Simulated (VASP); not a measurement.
A run of VASP 6.6.1:

File INCAR:

```
SYSTEM = NaCl3
PREC     = Accurate       ! precision mode
ENCUT    = 600            ! plane-wave cutoff, eV
EDIFF    = 1E-6           ! SCF threshold, eV
ISMEAR   = 1              ! smearing method
SIGMA    = 0.1            ! smearing width, eV
LREAL    = .FALSE.        ! projectors in reciprocal space
LASPH    = .TRUE.         ! aspherical terms in the spheres
NELM     = 80             ! most SCF steps
ALGO     = Normal         ! electronic algorithm
ISIF     = 3              ! what is computed and relaxed
LWAVE    = .FALSE.        ! write WAVECAR
LCHARG   = .FALSE.        ! write CHGCAR
GGA      = PS             ! functional
IBRION   = 2              ! ionic algorithm
NSW      = 90             ! ionic steps
EDIFFG   = -0.01          ! ionic threshold
PSTRESS  = 600.0        
KPAR     = 2
```

Contents of KPOINTS:

```
Automatic mesh
0
G
  8 8 8
  0 0 0
```

Contents of POSCAR:

```
NaCl3
1.0
    5.5270050000      0.0000000000      0.0000000000
    0.0000000000      5.5270050000      0.0000000000
    0.0000000000      0.0000000000      5.5270050000
Na Cl
2 6
Direct
    0.5000000000      0.5000000000      0.5000000000
    0.0000000000      0.0000000000      0.0000000000
    0.5000000000      0.0000000000      0.7500000000
    0.0000000000      0.2500000000      0.5000000000
    0.7500000000      0.5000000000      0.0000000000
    0.5000000000      0.0000000000      0.2500000000
    0.0000000000      0.7500000000      0.5000000000
    0.2500000000      0.5000000000      0.0000000000
```

Potentials or basis: VASP PAW PBE potentials, release 64 (Na_pv, Cl).

The run is started by

```bash
$ cat potpaw_PBE.64/Na_pv/POTCAR potpaw_PBE.64/Cl/POTCAR > POTCAR
$ mpirun -np 2 vasp_std > vasp.out
```

Hardware: 2 MPI ranks on Intel(R) Xeon(R) 6975P-C (Granite Rapids) (shared host).

How long does it take, and how much memory?

Wall time 10 min on 2 MPI ranks on Intel(R) Xeon(R) 6975P-C (Granite Rapids), with other jobs on the host, peak memory 0.43 GiB a rank. Counts: scf iterations 108, k points 35, ion steps 19.
